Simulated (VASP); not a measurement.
A run of VASP 6.6.1:

The input INCAR:

```
ALGO = Normal
CSHIFT = 0.1
EDIFF = 1E-6
ENCUT = 520
GGA = PE
ISIF = 2
ISMEAR = 0
LASPH = T
LCHARG = F
LOPTICS = T
LREAL = F
LWAVE = F
NBANDS = 74
NEDOS = 1000
NELM = 80
PREC = Accurate
SIGMA = 0.02
```

Contents of KPOINTS:

```
k-points
0
Gamma
  4 8 1
```

POSCAR

```
Te2Mo
1.0
    6.3616090156      0.0000000000      0.0000000000
    0.0000000000      3.4804030600      0.0000000000
   -0.0857412231      0.0000000000     36.1758904685
Te Mo
4 2
Direct
    0.4292511000      0.7500000000      0.5407035800
    0.5707489000      0.2500000000      0.4592964200
    0.9208478700      0.2500000000      0.5565273200
    0.0791521300      0.7500000000      0.4434726800
    0.1813475600      0.2500000000      0.4974653700
    0.8186524400      0.7500000000      0.5025346300
```

Potentials or basis: VASP PAW PBE potentials, release 64 (Te, Mo_sv).

Launch:

```bash
$ cat potpaw_PBE.64/Te/POTCAR potpaw_PBE.64/Mo_sv/POTCAR > POTCAR
$ mpirun -np 1 vasp_std > vasp.out
```

Hardware: 1 thread of Intel(R) Xeon(R) Platinum 8488C (Sapphire Rapids), on a shared host.

Problem. How long does it take, and how much memory?

Solution. It took 41 min on 1 thread of Intel(R) Xeon(R) Platinum 8488C (Sapphire Rapids), on a shared host, peak memory 1.7 GiB. Counts: scf iterations 25, k points 15.
